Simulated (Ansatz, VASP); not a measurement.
**Two plane-wave programs on BN**

```
CELL_PARAMETERS angstrom
2.55458 0.00000 0.00000
-1.27729 2.21233 0.00000
0.00000 0.00000 4.22451
ATOMIC_POSITIONS crystal
B 0.67215 0.33333 0.99981
B 0.32785 0.66667 0.49981
N 0.66079 0.33333 0.62519
N 0.33921 0.66667 0.12519
```

Change from the starting cell: mode 4 (471.6 1/cm) frozen in, largest displacement +0.015 Å.

Alike in both runs: task single point; functional PBE; k mesh 12 × 12 × 6; occupations gaussian, width 0.05 eV; no spin polarisation.

|  | VASP | Ansatz |
| --- | --- | --- |
| version | VASP 6.6.1 | Ansatz 0.2.0 |
| potentials or method | VASP PAW PBE potentials, release 64 (B, N) | scalar-relativistic, plane waves, PAW |
| plane-wave cutoff (eV) | 520 | 420 |
| valence electrons in the cell | 16 | 16 |

Ansatz gave:

| Quantity | Value |
| --- | --- |
| gap on the k mesh at the Fermi level (eV) | 5.20 |
| least direct gap on the mesh (eV) | 8.24 |
| pressure (GPa) | 0.0 |
| largest component of the traceless stress (GPa) | 0.50 |
| rms of the force components (eV/Å) | 0.087 |

Task: What did VASP give for the same quantities?

Result: gap on the k mesh at the Fermi level (eV): 5.19; least direct gap on the mesh (eV): 8.23; pressure (GPa): 0.2; largest component of the traceless stress (GPa): 0.50; rms of the force components (eV/Å): 0.087.

Atom by atom the forces differ by 0.001 eV/Å (rms over components). With one functional, cell and mesh, what is left measures potentials, basis and numerics.

A k mesh can miss the band edges.
